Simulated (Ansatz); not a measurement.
# P: ideal shear of a crystal plane

These are results of Ansatz 0.2.0, DFT r2SCAN, scalar-relativistic, plane waves, PAW, not measurements. Cutoff 500 eV, Γ-centred 24×24×6 k-points, Gaussian smearing of 0.15 eV. No spin polarisation. Energies are free energies at this smearing, counted from the undisturbed cell; pressure is positive in compression.

The undisturbed cell (relaxed at this level; with this scan's settings it stands at -0.3 GPa; this simple cubic form isn't the usual structure):

```
P
1.0
    -2.44927    0.00000   -0.00535
     0.00000   -2.44951    0.00000
    -0.01962    0.00000    9.64780
P
4
Direct
  0.00000 0.00000 0.62519
  0.00000 0.00000 0.12519
  0.00000 0.00000 0.87481
  0.00000 0.00000 0.37481
```

The cut lies on the cell's a–b face, a (0 0 1) plane (indices in the standard cell, whose axes needn't be the Cartesian ones shown) of area 6.00 Å², between layers 2.42 Å apart. Vector c is tilted by f times 1·a + 0·b (length 2.449 Å) with the atoms' Cartesian places fixed: one unrelaxed fault a cell. The traction is dγ/du, the slope of γ against the slip u in Å.

| f | γ (mJ/m²) | traction (GPa) |
| --- | --- | --- |
| 0.0000 | 0 | 0.0 |
| 0.1000 | 92 | 7.5 |
| 0.2000 | 354 | 13.4 |
| 0.3000 | 722 | 15.9 |
| 0.4000 | 1085 | 11.9 |
| 0.5000 | 1241 | -0.1 |
| 0.6000 | 1081 | -11.9 |
| 0.7000 | 722 | -15.8 |
| 0.8000 | 353 | -13.6 |
| 0.9000 | 87 | -7.7 |

Problem. Read off the first barrier and the stress needed to climb it, and compare with Frenkel's sinusoid.

Solution. The first sampled maximum lies at f = 0.500, a slip of 1.22 Å, with γ ≈ 1241 mJ/m², which stands in for the unstable fault energy γ_us, and the steepest sampled slope before it is 15.9 GPa. A sinusoid γ = γ_us sin²(πu/λ) with its maximum there has λ = 2.45 Å and a largest slope πγ_us/λ = 15.9 GPa (1 mJ/m² per Å = 0.01 GPa).

Problem. Is there a metastable fault on this line?

Solution. Apart from points where γ returns to about zero, no local minimum shows among the samples, so at this sampling the line offers no fault for a dislocation to split on; a fault can still lie off the line.

The cut is rigid; relaxing the faces lowers these energies and usually the stresses.

In a metal these slopes depend on the k mesh and the smearing.

Cost: 10 runs of about 6 core-minutes in all, on AMD EPYC 9R45 (Zen 5) (shared hosts).